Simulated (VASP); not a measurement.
GaN:

```
CELL_PARAMETERS angstrom
0.00000 2.27410 2.27410
2.27410 0.00000 2.27410
2.27410 2.27410 0.00000
ATOMIC_POSITIONS crystal
Ga 0.00000 0.00000 0.00000
N 0.75000 0.75000 0.75000
```

The cell is a database's computed one.

Base run:

- Program: VASP 6.6.1
- Functional: TB-mBJ
- Potentials or basis: VASP PAW PBE potentials, release 64 (Ga_d, N)
- Cutoff: 520 eV
- k mesh: 10 × 10 × 10
- Occupations: gaussian, width 0.03 eV
- Spin: no spin polarisation

Its results: band gap on the k mesh 2.70 eV, direct.

Question: The run is repeated on the same cell with these changes: functional from TB-mBJ to LDA; potentials or basis from VASP PAW PBE potentials, release 64 (Ga_d, N) to VASP PAW LDA potentials, release 64 (Ga_d, N). What comes out?

Answer: Band gap on the k mesh 1.57 eV, direct.
